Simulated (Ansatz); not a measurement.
`C[Te]C(F)(F)F` + `O[AsH2]` → `C[Te][AsH]O` + `FC(F)F` at 400 K and 1 bar (ligand exchange at a Te–C bond).

Calculated with Ansatz (gas phase, PBE0-D4/def2-TZVP geometries, no zero-point term in ΔE). CCSD(T)/CBS is the MP2 limit (def2-TZVPP, def2-QZVPP) plus CCSD(T) − MP2 in def2-TZVPP, frozen cores. This one scheme is used for every species. Elements past krypton have def2 core potentials. For As, Te outer-core shells are correlated without core-valence functions, which leaves a few kJ/mol of doubt a bond. Scalar relativity is left out up to krypton. Each species was taken in one conformer, which may not be the lowest.

```
        species  CCSD(T)/CBS energy (Eh)  H − E (kJ/mol)  S (J/(mol·K))
`C[Te]C(F)(F)F`               -645.00072           166.6          407.9
      `O[AsH2]`              -2311.97217            94.9          282.5
  `C[Te][AsH]O`              -2618.99141           189.0          405.5
       `FC(F)F`               -338.02896            84.0          275.7
```

H − E and S are ideal-gas, rigid-rotor, harmonic terms from PBE0-D4/def2-TZVP, for one conformer and one mirror image of each species. 1 Eh = 2625.50 kJ/mol, R = 8.31446 J/(mol·K).

By hand: ΔE, ΔH, ΔS and ΔG.

ΔE = (-2618.99141) + (-338.02896) − (-645.00072) − (-2311.97217) = -0.04748 Eh = -124.7 kJ/mol. Δ(H − E) = 189.0 + 84.0 − 166.6 − 94.9 = 11.5, so ΔH = -113.2 kJ/mol. ΔS = 405.5 + 275.7 − 407.9 − 282.5 = -9.2 J/(mol·K). ΔG = -113.2 − 400 × (-9.2)/1000 = -109.5 kJ/mol.

By hand: the equilibrium constant, and the temperature at which ΔG would vanish if ΔH and ΔS stayed fixed.

log₁₀ K = −ΔG/(RT ln 10) = 14.3. ΔG = 0 at ΔH/ΔS = 12304 K, far beyond where these terms or the molecules hold.

The number of gas molecules stays the same, so ΔS is small and ΔH decides. A doubt of 5 kJ/mol in ΔE shifts log₁₀ K by 0.7 here. Other conformers and mirror images would add mixing entropy, several J/(mol·K) or more a flexible species. Modes under 60 cm⁻¹, often nearly free rotors, make the harmonic entropy too high. These are equilibria of isolated gas molecules and say nothing of rates. Largest T1 diagnostic: 0.012 (customary marks: 0.02 for closed shells, 0.045 for open ones).
